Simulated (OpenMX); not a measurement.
**CuI (Marshite) under changes of volume**

One of the cells (27.859 Å³/atom); the others are scaled copies at fixed shape and fractional positions:

```xyz
2
Lattice="0.0000 3.0315 3.0315 3.0315 0.0000 3.0315 3.0315 3.0315 0.0000" Properties=species:S:1:pos:R:3 pbc="T T T"
I     0.0000    0.0000    0.0000
Cu    4.5473    4.5473    4.5473
```

* Program: OpenMX 3.8.5
* Functional: PBE
* Potentials or basis: OpenMX 2013 PBE set, I7.0-s3p2d2, Cu6.0H-s2p2d1, fixed grid of 48 × 48 × 48 points
* k mesh: 9 × 9 × 9
* Occupations: fermi-dirac, width 0.05 eV
* Spin: no spin polarisation

```tsv
volume (Å³/atom)	energy over the lowest point (meV/atom)	gap on the mesh (eV)
26.188	65.97	1.65
26.745	46.35	1.58
27.302	30.64	1.52
27.859	18.65	1.46
28.417	?	?
28.974	3.47	1.35
29.531	0.00	1.30
```

What does the run at 28.417 Å³/atom give?

Energy over the lowest point 9.72 meV/atom; gap on the mesh 1.40 eV.

Worked out: A Birch-Murnaghan fit of order 3 (a polynomial in V^(-2/3)) to the other rows has its minimum at 30.14 Å³/atom, just outside them, with B0 = V·E''(V) = 32 GPa and B' = 4.8. It gives 9.62 meV/atom at 28.417 Å³/atom, against the run's 9.72. A straight line through the other rows of the gap, of slope -2.9 eV per unit of ln V (its deformation potential), gives 1.41 eV, against the run's 1.40.

Energies are extrapolated to zero smearing.

Caveats: the transition metal has a single d function, too few for pressures, volumes and moments; spin-orbit coupling is left out, which moves the levels of the heavy elements; the basis of atomic orbitals isn't converged, which shifts pressures, moduli and gaps.
